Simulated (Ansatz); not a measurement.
# Ni (bcc): which electronic and magnetic state is lowest

Open shells can converge to different states. Which start takes Ni (bcc) lowest in energy? Whether the element takes this structure at low temperature is a separate question.

Computed with Ansatz 0.2.0 (DFT PBE, scalar-relativistic, plane waves, PAW, unless a step's input says otherwise).

### Step 1. Starting point

The structure is cubic, space group Im-3m (No. 229). The conventional cell has a = 2.801 Å, b = 2.801 Å, c = 2.801 Å, α = 90.00°, β = 90.00°, γ = 90.00°. Ni (site symmetry m-3m) has 8 Ni at 2.43 Å as nearest neighbours.

Structure file:

```cif
data_structure
_symmetry_space_group_name_H-M 'P 1'
_symmetry_Int_Tables_number 1
_cell_length_a 2.4260
_cell_length_b 2.4260
_cell_length_c 2.4260
_cell_angle_alpha 109.471
_cell_angle_beta 109.471
_cell_angle_gamma 109.471
_cell_volume 10.99
loop_
_atom_site_label
_atom_site_type_symbol
_atom_site_fract_x
_atom_site_fract_y
_atom_site_fract_z
_atom_site_occupancy
Ni1 Ni 0.00000 0.00000 0.00000 1
```

This cell comes from an earlier session at PBE: 10.991 Å³/atom at 0.00 GPa, on a 20×20×20 mesh, no gap, moments in the atoms' spheres Ni 0.61 μB.

### Step 2. No spin polarisation

input.yaml reads:

```yaml
crystal:
  lattice:
    - [-1.400633654, 1.400633654, 1.400633654]
    - [1.400633654, -1.400633654, 1.400633654]
    - [1.400633654, 1.400633654, -1.400633654]
  atoms:
    - { symbol: Ni, position: [0.0, 0.0, 0.0] }
basis:
  ecutwfc: 420
  ecutrho_ratio: 4
kpoints:
  mp_grid: { grid: [20, 20, 20] }
hamiltonian:
  xc: pbe
scf:
  occupations: { method: gaussian, width: 0.05 }
output:
  forces: true
  stress: true
  eigenvalues: true
```

Standard output, cut to the lines that bear on the results:

```text
Warning: RAYON_NUM_THREADS=2 ignored (pool sized by the plan → 2); use --threads N
[...]
Pseudopotentials: kind: paw
Pseudopotential: Ni, paw, valence charge 18, recommended cutoff 420 eV (normal), Ni.paw.azcp
Functional definition: PBE
[...]
Crystal: 1 atoms, lattice volume = 10.991 Å³
Basis set: ecut = 420 eV, 201 PW (Γ), exchange–correlation on 36×36×36 points (8 copies of the dense FFT grid, shifted against one another)
Bands: 13, of which v1, the nominal top of the filled ones, is band 9 counted from 1 (8 counted from 0)
Symmetry: 48 space group operations
Space group: Im-3m (ITA 229), of the structure as read, at distance tolerance 2.2e-5 Å
k-points: 256 of 8000
[...]
SCF iter   1: F=—  HF=-5839.606756 eV  |F-HF|=—  |Δ(HF+E_count)|=         —  Δρ=3.89e-3  dr2=3.42e-4  ethr=1.77e-3  ⟨swp⟩=5.7  Hψ=18090  notcnv=0
[...]
SCF iter   6: F=-5839.606727 eV  HF=-5839.606727 eV  |F-HF|=2.30e-8  |Δ(HF+E_count)|=   2.31e-8  Δρ=2.13e-5  dr2=2.34e-8  ethr=1.11e-10  ⟨swp⟩=2.9  Hψ=12351  notcnv=0
[...]
SCF converged after 6 iterations
Free energy (F): -5839.606727 eV
[...]
E sigma→0 (E₀):  -5839.605719 eV
Entropy (-TS):   -0.002016 eV (-2.016 meV/atom)
Fermi energy:    17.715314 eV
[...]
--- Forces (eV/Å), atoms counted from 1 ---
  atom   1  Ni     0.00000000     0.00000000    -0.00000000
[...]
--- Stress (GPa, compression-positive) ---
       -2.001753       0.000000      -0.000000
        0.000000      -2.001753       0.000000
       -0.000000       0.000000      -2.001753
  P = ⅓ Tr σ = -2.0018 GPa (-20.018 kbar)
--- Band table (eV; the first three rows and the last of 256) ---
  k-point 0: bands = ["-85.2172", "-45.4870", "-45.4870", "-45.4870", "8.8846", "15.8573", "15.8573", "15.8573", "17.1816", "17.1816", "43.8890", "43.8890", "43.8890"]
[...]
```

It took 1.4 s on 2 threads of an Arm CPU, shared host; peak memory 0.3 GiB.

This gives: volume 10.991 Å³/atom, pressure -2.00 GPa, a metal on this mesh.

### Step 3. Antiferromagnetic, doubled cell, propagation vector (0, 0, 1/2)

input.yaml reads:

```yaml
crystal:
  lattice:
    - [-1.400633654, 1.400633654, 1.400633654]
    - [1.400633654, -1.400633654, 1.400633654]
    - [2.801267308, 2.801267308, -2.801267308]
  atoms:
    - { symbol: Ni, position: [0.0, 0.0, 0.0], spin: 0.8 }
    - { symbol: Ni, position: [0.0, 0.0, 0.5], spin: -0.8 }
basis:
  ecutwfc: 420
  ecutrho_ratio: 4
kpoints:
  mp_grid: { grid: [20, 20, 10] }
hamiltonian:
  xc: pbe
scf:
  occupations: { method: gaussian, width: 0.05 }
output:
  forces: true
  stress: true
  eigenvalues: true
  populations: true
magnetization:
  spin_polarized: true
```

Standard output, cut to the lines that bear on the results:

```text
Warning: RAYON_NUM_THREADS=2 ignored (pool sized by the plan → 2); use --threads N
[...]
[... 3 set-up lines as earlier in the session ...]
[...]
Crystal: 2 atoms, lattice volume = 21.982 Å³
Basis set: ecut = 420 eV, 415 PW (Γ), exchange–correlation on 36×36×72 points (8 copies of the dense FFT grid, shifted against one another)
Bands: 23, of which v1, the nominal top of the filled ones, is band 18 counted from 1 (17 counted from 0)
Symmetry: 8 space group operations
Space group: Cmmm (ITA 65), of the structure as read, at distance tolerance 2.8e-5 Å
Magnetic group: BNS 65.490 (UNI 588), of the structure as read, at distance tolerance 2.8e-5 Å
k-points: 616 of 4000
[...]
Starting moments: Σ|m| = 1.6 μB on 2 of 2 sites
Starting magnetic order: antiferromagnet; a translation exchanges its spin sublattices: spin-degenerate at every k-point
[...]
WARN: the starting moments were not kept: the SCF closed with an absolute magnetisation of 4.0e-6 μB, where they sum to 1.6 μB in size (2 sites). That is at most 0.1 of that sum. Measured as dr2_m measures the in/out step, that magnetisation stands 1.5e-11 eV from none, at or under the [...]
Per-site moments (μB) at R_I (Å): [(1.731060039381366e-6, 1.0007120687515245), (-1.731060039381366e-6, 1.0007120687515245)]
Free energy (F): -11679.213453 eV
[...]
E sigma→0 (E₀):  -11679.211437 eV
Entropy (-TS):   -0.004033 eV (-2.016 meV/atom)
Fermi energy:    17.715148 eV
[...]
--- Forces (eV/Å), atoms counted from 1 ---
  atom   1  Ni    -0.00000000    -0.00000000     0.00000000
  atom   2  Ni     0.00000000     0.00000000    -0.00000000
[...]
--- Stress (GPa, compression-positive) ---
       -1.999633      -0.000004       0.000000
       -0.000004      -1.999633      -0.000000
       -0.000000       0.000000      -1.999621
  P = ⅓ Tr σ = -1.9996 GPa (-19.996 kbar)
--- Band table (eV; the first three rows and the last of 1232) ---
  k-point 0 ↑: bands = ["-85.2174", "-85.1818", "-45.7069", "-45.5640", "-45.4872", "-45.4872", "-45.4872", "-45.4860", "8.8846", "13.3889", "14.9184", "15.8572", "15.8572", "15.8572", "17.1315", "17.1815", "17.1815", "17.3391", "17.9984", "18.1311", "24.3336", "36.6911", "37.6894"]
[...]
--- Löwdin populations: 2 sites ---
  site symbol       q [e]    m [muB]
     0     Ni     17.7794     0.0000
     1     Ni     17.7794    -0.0000
  spilling = 0.012258 (of n_electrons = 36.000000)
```

It took 2.4 min on 2 threads of an Arm CPU, shared host; peak memory 0.84 GiB.

Read off: volume 10.991 Å³/atom, pressure -2.00 GPa, metallic, no moment left.

### Step 4. Antiferromagnetic, doubled cell, propagation vector (1/2, 1/2, 1/2)

input.yaml: that of step 3 with these lines changed.

```diff
@@ -2,4 +2,4 @@
   lattice:
-    - [-1.400633654, 1.400633654, 1.400633654]
-    - [1.400633654, -1.400633654, 1.400633654]
+    - [0.0, 2.801267308, 0.0]
+    - [2.801267308, 0.0, 0.0]
     - [2.801267308, 2.801267308, -2.801267308]
```

Standard output, cut to the lines that bear on the results:

```text
Warning: RAYON_NUM_THREADS=2 ignored (pool sized by the plan → 2); use --threads N
[...]
[... 3 set-up lines as earlier in the session ...]
[...]
Crystal: 2 atoms, lattice volume = 21.982 Å³
Basis set: ecut = 420 eV, 437 PW (Γ), exchange–correlation on 40×40×72 points (8 copies of the dense FFT grid, shifted against one another)
Bands: 23, of which v1, the nominal top of the filled ones, is band 18 counted from 1 (17 counted from 0)
[... 1 set-up line as earlier in the session ...]
Space group: Pm-3m (ITA 221), of the structure as read, at distance tolerance 2.8e-5 Å
Magnetic group: BNS 221.97 (UNI 1599), of the structure as read, at distance tolerance 2.8e-5 Å
k-points: 146 of 4000
[...]
Starting moments: Σ|m| = 1.6 μB on 2 of 2 sites
Starting magnetic order: antiferromagnet; a translation exchanges its spin sublattices: spin-degenerate at every k-point
[...]
WARN: the starting moments were not kept: 1 of 2 ended reversed and 1 kept their direction, counting a site from 0.1 of the cell's largest site moment. The largest reversed, site 1 (counted from 0, in the order of the report's site_moments_mub), started with -0.8 μB and closes at +6.1e-1 [...]
Per-site moments (μB) at R_I (Å): [(0.6141851740243078, 1.0007120687515245), (0.614145134060053, 1.0007120687515245)]
Free energy (F): -11679.245950 eV
[...]
E sigma→0 (E₀):  -11679.244560 eV
Entropy (-TS):   -0.002781 eV (-1.390 meV/atom)
Fermi energy:    17.820169 eV
[...]
--- Forces (eV/Å), atoms counted from 1 ---
  atom   1  Ni     0.00000000    -0.00000000    -0.00000000
  atom   2  Ni     0.00000000    -0.00000000     0.00000000
[...]
--- Stress (GPa, compression-positive) ---
        0.000663      -0.000000      -0.000000
       -0.000000       0.000663       0.000000
        0.000000       0.000000       0.000663
  P = ⅓ Tr σ = 0.0007 GPa (0.007 kbar)
--- Band table (eV; the first three rows and the last of 292) ---
  k-point 0 ↑: bands = ["-85.5812", "-85.5189", "-46.0044", "-46.0044", "-46.0044", "-45.8435", "-45.8435", "-45.8435", "8.8937", "13.6613", "13.6613", "15.5106", "15.5106", "15.5106", "16.9420", "16.9420", "17.5150", "17.5150", "17.5150", "27.4569", "27.4569", "27.4569", "33.2792"]
[...]
--- Löwdin populations: 2 sites ---
  site symbol       q [e]    m [muB]
     0     Ni     17.7790     0.6078
     1     Ni     17.7791     0.6077
  spilling = 0.012274 (of n_electrons = 36.000000)
```

Run time: 50 s. Hardware: 2 threads of an Arm CPU, shared host; peak memory 0.74 GiB.

This gives: volume 10.991 Å³/atom, pressure 0.00 GPa, metallic, moments in the atoms' spheres Ni 0.61 μB.

Spin moments on the atoms, as numbers (put along z; the direction is arbitrary without spin–orbit coupling):

```csv
atom,x (μB),y (μB),z (μB)
Ni1,0.00,0.00,0.61
Ni2,0.00,0.00,0.61
```

### Step 5. Small parallel starting moments

input.yaml reads:

```yaml
crystal:
  lattice:
    - [-1.400633654, 1.400633654, 1.400633654]
    - [1.400633654, -1.400633654, 1.400633654]
    - [1.400633654, 1.400633654, -1.400633654]
  atoms:
    - { symbol: Ni, position: [0.0, 0.0, 0.0], spin: 0.5 }
basis:
  ecutwfc: 420
  ecutrho_ratio: 4
kpoints:
  mp_grid: { grid: [20, 20, 20] }
hamiltonian:
  xc: pbe
scf:
  occupations: { method: gaussian, width: 0.05 }
output:
  forces: true
  stress: true
  eigenvalues: true
  populations: true
magnetization:
  spin_polarized: true
```

Standard output, cut to the lines that bear on the results:

```text
Warning: RAYON_NUM_THREADS=2 ignored (pool sized by the plan → 2); use --threads N
[...]
[... 3 set-up lines as earlier in the session ...]
[...]
Crystal: 1 atoms, lattice volume = 10.991 Å³
Basis set: ecut = 420 eV, 201 PW (Γ), exchange–correlation on 36×36×36 points (8 copies of the dense FFT grid, shifted against one another)
Bands: 14, of which v1, the nominal top of the filled ones, is band 9 counted from 1 (8 counted from 0)
[... 2 set-up lines as earlier in the session ...]
Magnetic group: BNS 229.140 (UNI 1642), of the structure as read, at distance tolerance 2.2e-5 Å
k-points: 256 of 8000
[...]
Starting moments: Σ|m| = 0.5 μB on 1 of 1 site
[...]
Absolute magnetization: 0.6507 μB (∫|ρ↑−ρ↓|, with the PAW one-centre terms)
Spin contamination: 0.0060 ħ² per cell (⟨S²⟩ above its minimum at these occupations)
Per-site moments (μB) at R_I (Å): [(0.6141682494600463, 1.0007120687515245)]
Free energy (F): -5839.622975 eV
[...]
E sigma→0 (E₀):  -5839.622280 eV
Entropy (-TS):   -0.001390 eV (-1.390 meV/atom)
Fermi energy:    17.820155 eV
[...]
--- Forces (eV/Å), atoms counted from 1 ---
  atom   1  Ni     0.00000000     0.00000000    -0.00000000
[...]
--- Stress (GPa, compression-positive) ---
        0.000932       0.000000       0.000000
       -0.000000       0.000932      -0.000000
        0.000000      -0.000000       0.000932
  P = ⅓ Tr σ = 0.0009 GPa (0.009 kbar)
--- Band table (eV; the first three rows and the last of 512) ---
  k-point 0 ↑: bands = ["-85.5812", "-45.8435", "-45.8435", "-45.8435", "8.8937", "15.5106", "15.5106", "15.5106", "16.9420", "16.9420", "43.9399", "43.9399", "43.9399", "48.5997"]
[...]
--- Löwdin populations: 1 site ---
  site symbol       q [e]    m [muB]
     0     Ni     17.7791     0.6077
  spilling = 0.012274 (of n_electrons = 18.000000)
```

Wall time 5.4 s (2 threads of an Arm CPU, shared host); peak memory 0.34 GiB.

Read off: volume 10.991 Å³/atom, pressure 0.00 GPa, no gap, moments in the atoms' spheres Ni 0.61 μB.

### Step 6. The magnetic starts side by side

Energies have the smearing extrapolated to zero.

| start | from the base state (meV/atom) | gap (eV) | pressure (GPa) | moments in spheres (μB) |
| --- | --- | --- | --- | --- |
| ferromagnetic | 0.0 | metal | 0.00 | Ni 0.61 |
| no spin polarisation | 16.6 | metal | -2.00 | none |
| antiferromagnetic, doubled cell, propagation vector (0, 0, 1/2) | 16.6 | metal | -2.00 | none |
| antiferromagnetic, doubled cell, propagation vector (1/2, 1/2, 1/2) | 0.0 | metal | 0.00 | Ni 0.61 |
| small parallel starting moments | 0.0 | metal | 0.00 | Ni 0.61 |

Propagation vectors are in units of the typed cell's reciprocal vectors.

### Step 7. Summary of results

```
             quantity                 value
lowest magnetic start         ferromagnetic
   next in this table  16.6 meV/atom higher
```

The lowest state comes from the start «ferromagnetic», matched within 0.3 meV/atom by «antiferromagnetic, doubled cell, propagation vector (1/2, 1/2, 1/2)», «small parallel starting moments»; the next lies 16.6 meV/atom higher and is the one without spin polarisation. The start «antiferromagnetic, doubled cell, propagation vector (1/2, 1/2, 1/2)» ended with parallel moments, so the order typed was lost. Only a few orders and starts were tried, so a lower state isn't excluded.
